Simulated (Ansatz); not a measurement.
# AlCo (Pm-3m) in Ansatz: further runs

One crystal, AlCo, is run at these levels: PBEsol; tasks: relaxation of cell and atoms.

All numbers are computed with Ansatz 0.2.0; they aren't measurements. Logs are shortened: lines on timing, memory, paths and dates and some standing lists are left out, and cuts for length are marked.

## (1) The crystal as given

It takes space group Pm-3m (No. 221, cubic). The conventional cell has a = 2.819 Å, b = 2.819 Å, c = 2.819 Å, α = 90.00°, β = 90.00°, γ = 90.00°. Co (site symmetry m-3m) has 8 Al at 2.44 Å as nearest neighbours. Al (site symmetry m-3m) is surrounded by 8 Co at 2.44 Å.

The cell is a database's computed one.

## (2) Relaxation of cell and atoms, PBEsol, collinear spin, ferromagnetic start

input.yaml reads:

```yaml
crystal:
  lattice:
    - [2.81940321, 0.0, 0.0]
    - [0.0, 2.81940321, 0.0]
    - [0.0, 0.0, 2.81940321]
  atoms:
    - { symbol: Co, position: [0.5, 0.5, 0.5], spin: 2.0 }
    - { symbol: Al, position: [0.0, 0.0, 0.0] }
hamiltonian:
  xc: pbesol
  pseudopotentials: { kind: paw }
magnetization:
  spin_polarized: true
kpoints:
  mp_grid: { grid: [9, 9, 9] }
scf:
  occupations: { method: fermi_dirac, width: 0.05 }
output:
  forces: true
  stress: true
  eigenvalues: true
relax:
  f_tol: 0.01
  max_steps: 40
  cell: { stress_tol: 0.05 }
```

Potentials or basis: Ansatz PAW.

Run with:

```
$ ansatz run input.yaml --threads 2 --pin off --max-ram 5632MiB --backend cpu --events-out ev --progress --plain --runs-dir out
```

Standard output:

```text
Warning: RAYON_NUM_THREADS=2 ignored (pool sized by the plan → 2); use --threads N
Engine: ansatz 0.2.0, x86_64-unknown-linux-gnu
Pseudopotentials: kind: paw
Pseudopotential: Co, paw, valence charge 17, recommended cutoff 420 eV (normal), Co.paw.azcp
Pseudopotential: Al, paw, valence charge 3, recommended cutoff 420 eV (normal), Al.paw.azcp
Functional definition: PBEsol
  exchange = pbesol_x
  correlation = pbesol_c
Crystal: 2 atoms, lattice volume = 22.412 Å³
Basis set: ecut = 420 eV, 461 PW (Γ), exchange–correlation on 40×40×40 points (8 copies of the dense FFT grid, shifted against one another)
Bands: 15, of which v1, the nominal top of the filled ones, is band 10 counted from 1 (9 counted from 0)
Symmetry: 48 space group operations
Space group: Pm-3m (ITA 221), of the structure as read, at distance tolerance 2.8e-5 Å
Magnetic group: BNS 221.92 (UNI 1594), of the structure as read, at distance tolerance 2.8e-5 Å
k-points: 35 of 729
Non-local potential: Co, projectors of the file, l = 0: 3, l = 1: 2, l = 2: 3, l = 3: 1
Non-local potential: Al, projectors of the file, l = 0: 2, l = 1: 2, l = 2: 1
PAW form: soft (Blöchl's): semilocal exchange-correlation on the pseudo side does not see the compensation charge
PAW frozen core: Co, regenerated for the run's functional, and the local potential with it (the file was generated under x = pbe(κ = 0.804, μ = 0.2195149727645171), c = pbe(β = 0.06672455060314922))
PAW frozen core: Al, regenerated for the run's functional, and the local potential with it (the file was generated under x = pbe(κ = 0.804, μ = 0.2195149727645171), c = pbe(β = 0.06672455060314922))
PAW one-centre angular grid: Co, 590 points (default); XC on 64 Gauss nodes
PAW one-centre angular grid: Al, 110 points (default); XC on 64 Gauss nodes
Initial density: superposition of atomic densities (chi_scale 0.1, normalization cell)
Starting moments: Σ|m| = 2 μB on 1 of 2 sites
Initial wavefunctions: pseudopotential atomic-orbital guess
Functional: x = pbesol(κ = 0.804, μ = 0.12345679012345678), c = pbesol(β = 0.046)
SCF iter   1: F=—  HF=-5617.525374 eV  |F-HF|=—  |Δ(HF+E_count)|=         —  Δρ=8.65e-2 (↑8.65e-2 ↓4.03e-2)  dr2=1.88e0  dr2_m=2.04e-1  M=1.336 μB ∫|m|=1.657 μB  β_m=0.30  ethr=3.10e-3  ⟨swp⟩=4.6  Hψ=4796  notcnv=0
Mixer restart at iter 1: flushing history
preconditioner: auto → none  [metal: Δε(μ)=0.008 eV  Ē_g=9.614 eV  σ=0.050 eV  W_gap=0.04  n_scr=6 (ndim 8)  ℏωp=27.2 eV  f_vac=0.000  D(μ)=2.36/eV (n_scr^D=26)  sad-step TF]
SCF iter   2: F=—  HF=-5616.856233 eV  |F-HF|=—  |Δ(HF+E_count)|=   6.69e-1  Δρ=3.92e-2 (↑3.10e-2 ↓3.92e-2)  dr2=1.59e-1  dr2_m=2.18e-1  M=1.205 μB ∫|m|=1.540 μB  β_m=0.34  ethr=3.10e-3  ⟨swp⟩=2.4  Hψ=2392  notcnv=0  defer=40
SCF iter   3: F=—  HF=-5618.150307 eV  |F-HF|=—  |Δ(HF+E_count)|=         —  Δρ=2.01e-1 (↑2.01e-1 ↓1.38e-1)  dr2=6.85e-1  dr2_m=5.79e0  M=0.016 μB ∫|m|=0.109 μB  β_m=1.00  ethr=7.95e-4  ⟨swp⟩=2.6  Hψ=1762  notcnv=0  defer=42
[... 52 lines left out ...]
SCF iter   7: F=-5618.779720 eV  HF=-5618.779720 eV  |F-HF|=1.82e-12  |Δ(HF+E_count)|=  9.09e-12  Δρ=4.10e-8 (↑3.59e-8 ↓4.10e-8)  dr2=9.78e-13  dr2_m=1.40e-15  M=0.000 μB ∫|m|=0.000 μB  ethr=1.00e-12  ⟨swp⟩=4.0  Hψ=4086  notcnv=0
the starting moments were not kept: the SCF closed with an absolute magnetisation of 4.2e-8 μB, where they sum to 2 μB in size (1 site). That is at most 0.1 of that sum. Measured as dr2_m measures the in/out step, that magnetisation stands 2.7e-15 eV from none, at or under the dr2_threshold of 2.0e-11 eV: it is no larger than a step whose dr2_m would equal this threshold.
SCF 4 converged in 7 iterations: F = -5618.779720 eV  dr2 = 9.78e-13
relax step   4: F+E_penalty+E_count = -5618.77972034 eV  Δ(F+E_penalty+E_count) = -4.549e-5 eV  max|allowed force component| = 5.202e-30 eV/Å  Δτ_max = 0.0000 Å  P = +0.009 GPa  Ω = 22.486 Å³  stress off target by 8.96e-3 GPa  SCF on the basis re-selected at this cell (its energy is not comparable with the rows above)  (7 SCF iters)
basis re-selected at this cell: Δ(F+E_penalty+E_count) = -4.549e-5 eV, ΔP = +0.009 GPa vs the last step (what re-selecting the basis moved, of the pressure what is left beyond the Pulay correction that the steps carried, after the strain that the cell walked since its last selection, with what the two solves' SCF thresholds leave and, on support functions, any second-order correction that the steps lacked; it is no measure of the basis error at this ecutwfc). This SCF's stress stands 8.96e-3 GPa from its target on what of the cell is left free (relax.cell.stress_tol is 5.00e-2 GPa) and its largest allowed force component is 5.20e-30 eV/Å (relax.f_tol is 1.00e-2 eV/Å): within both
SCF converged after 7 iterations
Magnetization: 0.0000 μB (10.0000 up, 10.0000 down)
Absolute magnetization: 0.0000 μB (∫|ρ↑−ρ↓|, with the PAW one-centre terms)
Spin contamination: 0.0000 ħ² per cell (⟨S²⟩ above its minimum at these occupations)
Per-site moments (μB) at R_I (Å): [(2.771022837418613e-8, 1.008304754185769), (-3.086417484405688e-9, 1.008304754185769)]
Free energy (F): -5618.779720 eV
Harris-Foulkes:  -5618.779720 eV  (|F-HF|=1.82e-12)
Internal energy: -5618.775328 eV  (E = F + TS)
E sigma→0 (E₀):  -5618.777524 eV
Entropy (-TS):   -0.004392 eV (-2.196 meV/atom)
Fermi energy:    14.850839 eV
--- Per-component energies (eV) ---
  E_band       = -276.221406
  E_kinetic    = 484.966589
  E_local      = -3637.441455  (includes V_loc(G=0)·N_el)
  E_nonlocal   = 468.512383
  E_hartree    = 1570.481667
  E_xc         = -199.698372
  E_vxc        = -236.989544  (∫ρ·V_xc dr)
  E_paw        = -1940.371559  (= ΣΔE_a)
  E_vpaw       = -496.232718  (= ΣTr[D̂ρ^β])
  E_aug_tail   = 0.000085  (compensation charges beyond the density's cutoff)
  E_ewald      = -2365.432224
  E_core_change = 0.207558  (= ΣΔE_core)
  E_smearing   = -0.004392  (= −TS)
  E_closure    = 0.000000  (closes the sum)
  Σ components = -5618.779720   (vs F -5618.779720, Δ=0.00e0)
--- Forces (eV/Å), atoms counted from 1 ---
  atom   1  Co     0.00000000     0.00000000     0.00000000
  atom   2  Al    -0.00000000     0.00000000     0.00000000
  max |Σ_I F_I| component: 1.06e-29 eV/Å
--- Stress (GPa, compression-positive) ---
        0.008957       0.000000      -0.000000
       -0.000000       0.008957       0.000000
       -0.000000       0.000000       0.008957
  P = ⅓ Tr σ = 0.0090 GPa (0.090 kbar)
--- Band table (eV; the first three rows and the last of 70) ---
  k-point 0 ↑: bands = ["-79.6083", "-43.0395", "-43.0395", "-43.0395", "3.5676", "11.7327", "11.7327", "14.0159", "14.0159", "14.0159", "20.9359", "20.9359", "20.9359", "23.7019", "23.7019"]
  k-point 1 ↑: bands = ["-79.6079", "-43.0452", "-43.0390", "-43.0390", "3.8065", "11.7044", "11.7995", "13.8877", "13.8877", "14.0298", "19.1495", "21.2654", "21.2654", "23.6616", "25.3132"]
  k-point 2 ↑: bands = ["-79.6067", "-43.0597", "-43.0379", "-43.0379", "4.5124", "11.4466", "11.9747", "13.5922", "13.5922", "14.0651", "16.8854", "22.1683", "22.1683", "23.5476", "27.1022"]
  k-point 34 ↓: bands = ["-79.5980", "-43.0776", "-43.0775", "-43.0775", "10.6044", "10.8653", "10.8653", "14.4393", "14.4393", "16.0710", "17.2781", "17.2781", "19.2653", "20.7283", "20.7283"]
--- Relaxed structure (3 steps of the walk, 3 accepted, 1 SCFs on fresh bases) ---
  F+E_penalty+E_count = -5618.77972034 eV   max|allowed force component| = 5.202e-30 eV/Å   (the final SCF, on the basis selected at the relaxed cell)
  cell:  # Å, volume = 22.4860 Å³
    - [2.822521315172524, -4.81482486096809e-35, 1.4444474582904269e-34]
    - [-4.81482486096809e-35, 2.822521315172524, 1.8055593228630336e-35]
    - [-1.6049416203226964e-34, 1.8055593228630336e-35, 2.822521315172524]
  atoms:
    - { symbol: Co, position: [0.5, 0.5, 0.5] }
    - { symbol: Al, position: [-1.1384974058678274e-35, 3.1063720758231338e-47, 1.4231217573244294e-36] }
```

Run time: 3.9 s. Hardware: 2 threads of Intel Xeon Platinum 8488C (Sapphire Rapids), shared host; peak memory 0.36 GiB.

Results:

```
Free energy                            : -5618.7797 eV
Relaxed volume                         : 11.24 Å³/atom
Relaxed cell                           : a = 2.823 Å, b = 2.823 Å, c = 2.823 Å, α = 90.00°, β = 90.00°, γ = 90.00°
Space group after relaxing (to 0.05 Å) : Pm-3m (No. 221)
Energy gained by relaxing              : 0.1 meV/atom
Ionic steps                            : 4
Pressure after relaxing                : 0.0 GPa
Band gap on the k mesh                 : none (metal or under the smearing width)
Net moment                             : 0.00 μB per cell
Absolute moment                        : 0.00 μB per cell
```

The path:
| step | energy change (eV) | largest force (eV/Å) | volume (Å³) |
| --- | --- | --- | --- |
| 1 | 0.0000 | 0.0000 | 22.41 |
| 2 | -0.0001 | 0.0000 | 22.45 |
| 3 | -0.0001 | 0.0000 | 22.49 |
| 4 | -0.0001 | 0.0000 | 22.49 |

Final structure:
```
Co Al
1.0
     2.82252    0.00000    0.00000
     0.00000    2.82252    0.00000
     0.00000    0.00000    2.82252
Co Al
1 1
Direct
  0.50000 0.50000 0.50000
  0.00000 0.00000 0.00000
```

Caveat: the starting moments collapsed, and a magnetic state may lie lower; the plane-wave basis is chosen anew once the cell has moved, so the energies of steps on either side of that aren't comparable; the PAW data sets come from PBE, with cores solved anew for the run's functional, which leaves a small shift of forces and pressure; the starting moments weren't kept.

## (3) Relaxation of cell and atoms, PBEsol, collinear spin, ferromagnetic start, target pressure 2 GPa, at which the enthalpy is minimised

Changes to input.yaml since step 2:

```diff
@@ -24,2 +24,2 @@
   max_steps: 40
-  cell: { stress_tol: 0.05 }
+  cell: { stress_tol: 0.05, p_target: 2.0 }
```

Potentials or basis: Ansatz PAW.

Run with:

```
$ ansatz run input.yaml --threads 2 --pin off --max-ram 5632MiB --backend cpu --events-out ev --progress --plain --runs-dir out
```

Run time: 3.9 s. Hardware: 2 threads of Intel Xeon Platinum 8488C (Sapphire Rapids), shared host; peak memory 0.35 GiB.

The run converged. Its results:

```yaml
Free_energy: -5618.7783 eV
Relaxed_volume: 11.13 Å³/atom
Relaxed_cell: a = 2.813 Å, b = 2.813 Å, c = 2.813 Å, α = 90.00°, β = 90.00°, γ = 90.00°
Space_group_after_relaxing_to_0.05_Å: Pm-3m (No. 221)
Energy_change_on_relaxing_the_enthalpy_is_what_falls: +0.6 meV/atom
Ionic_steps: 4
Pressure_after_relaxing: 2.0 GPa
Band_gap_on_the_k_mesh: none (metal or under the smearing width)
Net_moment: 0.00 μB per cell
Absolute_moment: 0.00 μB per cell
```

The path:
```tsv
step	energy change (eV)	largest force (eV/Å)	volume (Å³)
1	0.0000	0.0000	22.41
2	0.0005	0.0000	22.33
3	0.0011	0.0000	22.26
4	0.0012	0.0000	22.26
```

Final structure:
```cif
data_structure
_symmetry_space_group_name_H-M 'P 1'
_symmetry_Int_Tables_number 1
_cell_length_a 2.8131
_cell_length_b 2.8131
_cell_length_c 2.8131
_cell_angle_alpha 90.000
_cell_angle_beta 90.000
_cell_angle_gamma 90.000
_cell_volume 22.26
loop_
_atom_site_label
_atom_site_type_symbol
_atom_site_fract_x
_atom_site_fract_y
_atom_site_fract_z
_atom_site_occupancy
Co1 Co 0.50000 0.50000 0.50000 1
Al1 Al 0.00000 0.00000 0.00000 1
```

Levels at points of the mesh, in eV from the Fermi level:
Spin up:
```csv
k point,band 7,band 8,band 9,band 10,band 11,band 12,band 13,band 14
"(0.00, 0.00, 0.00)",-3.17,-0.85,-0.85,-0.85,6.14,6.14,6.14,8.89
```
Spin down:
| k point | band 6 | band 7 | band 8 | band 9 | band 10 | band 11 | band 12 | band 13 | band 14 | band 15 |
| --- | --- | --- | --- | --- | --- | --- | --- | --- | --- | --- |
| (0.00, 0.00, 0.00) | -3.17 | -3.17 | -0.85 | -0.85 | -0.85 | 6.14 | 6.14 | 6.14 | 8.89 | 8.89 |

Caveat: the starting moments collapsed, and a magnetic state may lie lower; the plane-wave basis is chosen anew once the cell has moved, so the energies of steps on either side of that aren't comparable; the PAW data sets come from PBE, with cores solved anew for the run's functional, which leaves a small shift of forces and pressure; the starting moments weren't kept.

## (4) Relaxation of cell and atoms, PBEsol, collinear spin, ferromagnetic start, target pressure 5 GPa, at which the enthalpy is minimised

Changes to input.yaml since step 3:

```diff
@@ -21,2 +21,6 @@
   eigenvalues: true
+  write_density: true
+  write_potential: true
+  elf: true
+  volumetric_format: npy
 relax:
@@ -24,2 +28,2 @@
   max_steps: 40
-  cell: { stress_tol: 0.05, p_target: 2.0 }
+  cell: { stress_tol: 0.05, p_target: 5.0 }
```

Potentials or basis: Ansatz PAW.

Run with:

```
$ ansatz run input.yaml --threads 2 --pin off --max-ram 5632MiB --backend cpu --events-out ev --progress --plain --runs-dir out
```

Standard output:

```text
Warning: RAYON_NUM_THREADS=2 ignored (pool sized by the plan → 2); use --threads N
[... 7 set-up lines as earlier in the session ...]
Crystal: 2 atoms, lattice volume = 22.412 Å³
Basis set: ecut = 420 eV, 461 PW (Γ), exchange–correlation on 40×40×40 points (8 copies of the dense FFT grid, shifted against one another)
Bands: 15, of which v1, the nominal top of the filled ones, is band 10 counted from 1 (9 counted from 0)
[... 2 set-up lines as earlier in the session ...]
Magnetic group: BNS 221.92 (UNI 1594), of the structure as read, at distance tolerance 2.8e-5 Å
k-points: 35 of 729
[... 7 set-up lines as earlier in the session ...]
[... 99 lines left out ...]
  E_nonlocal   = 468.626420
  E_hartree    = 1559.006838
  E_xc         = -200.187380
  E_vxc        = -237.624281  (∫ρ·V_xc dr)
  E_paw        = -1940.584216  (= ΣΔE_a)
  E_vpaw       = -496.585491  (= ΣTr[D̂ρ^β])
  E_aug_tail   = 0.000068  (compensation charges beyond the density's cutoff)
  E_ewald      = -2384.681510
  E_core_change = 0.207558  (= ΣΔE_core)
  E_smearing   = -0.004089  (= −TS)
  E_closure    = -0.000000  (closes the sum)
  Σ components = -5618.771529   (vs F -5618.771529, Δ=0.00e0)
--- Forces (eV/Å), atoms counted from 1 ---
  atom   1  Co     0.00000000    -0.00000000    -0.00000000
  atom   2  Al     0.00000000     0.00000000     0.00000000
  max |Σ_I F_I| component: 1.92e-29 eV/Å
--- Stress (GPa, compression-positive) ---
        4.971827      -0.000000       0.000000
       -0.000000       4.971827      -0.000000
        0.000000      -0.000000       4.971827
  P = ⅓ Tr σ = 4.9718 GPa (49.718 kbar)
--- Band table (eV; the first three rows and the last of 70) ---
  k-point 0 ↑: bands = ["-79.2092", "-42.6405", "-42.6405", "-42.6405", "3.8344", "12.0518", "12.0518", "14.4213", "14.4213", "14.4213", "21.4977", "21.4977", "21.4977", "24.2377", "24.2377"]
  k-point 1 ↑: bands = ["-79.2088", "-42.6468", "-42.6400", "-42.6400", "4.0776", "12.0255", "12.1210", "14.2889", "14.2889", "14.4356", "19.6821", "21.8326", "21.8326", "24.1906", "25.8890"]
  k-point 2 ↑: bands = ["-79.2075", "-42.6628", "-42.6388", "-42.6388", "4.7956", "11.7741", "12.3027", "13.9842", "13.9842", "14.4724", "17.3874", "22.7489", "22.7489", "24.0573", "27.7447"]
  k-point 34 ↓: bands = ["-79.1976", "-42.6825", "-42.6825", "-42.6825", "10.9243", "11.1838", "11.1838", "14.8597", "14.8597", "16.5089", "17.7292", "17.7292", "19.9124", "21.2974", "21.2974"]
--- Relaxed structure (4 steps of the walk, 4 accepted, 1 SCFs on fresh bases) ---
  F+E_penalty+E_count = -5618.77152861 eV   max|allowed force component| = 9.351e-30 eV/Å   (the final SCF, on the basis selected at the relaxed cell)
  cell:  # Å, volume = 21.9458 Å³
    - [2.7997377612176475, -4.333342374871281e-34, 0.0]
    - [-6.901248967387594e-34, 2.7997377612176475, 1.6049416203226965e-35]
    - [3.209883240645393e-35, 1.6049416203226965e-35, 2.7997377612176475]
  atoms:
    - { symbol: Co, position: [0.5, 0.5, 0.5] }
    - { symbol: Al, position: [4.838613974890141e-35, -5.6924870292925406e-36, -2.846243514633327e-36] }
```

It took 4.7 s on 2 threads of Intel Xeon Platinum 8488C (Sapphire Rapids), shared host; peak memory 0.36 GiB.

What came out:

| Item | Value |
| --- | --- |
| Free energy | -5618.7715 eV |
| Relaxed volume | 10.97 Å³/atom |
| Relaxed cell | a = 2.800 Å, b = 2.800 Å, c = 2.800 Å, α = 90.00°, β = 90.00°, γ = 90.00° |
| Space group after relaxing (to 0.05 Å) | Pm-3m (No. 221) |
| Energy change on relaxing (the enthalpy is what falls) | +4.0 meV/atom |
| Ionic steps | 5 |
| Pressure after relaxing | 5.0 GPa |
| Band gap on the k mesh | none (metal or under the smearing width) |
| Net moment | 0.00 μB per cell |
| Absolute moment | 0.00 μB per cell |

Step by step:
```csv
step,energy change (eV),largest force (eV/Å),volume (Å³)
1,0.0000,0.0000,22.41
2,0.0031,0.0000,22.14
3,0.0079,0.0000,21.94
4,0.0078,0.0000,21.95
5,0.0080,0.0000,21.95
```

Final structure:
```
Co Al
1.0
     2.79974    0.00000    0.00000
     0.00000    2.79974    0.00000
     0.00000    0.00000    2.79974
Co Al
1 1
Direct
  0.50000 0.50000 0.50000
  0.00000 0.00000 0.00000
```

Caveat: the starting moments collapsed, and a magnetic state may lie lower; the plane-wave basis is chosen anew once the cell has moved, so the energies of steps on either side of that aren't comparable; the PAW data sets come from PBE, with cores solved anew for the run's functional, which leaves a small shift of forces and pressure; the starting moments weren't kept.

(Continued in part 2 of 2.)
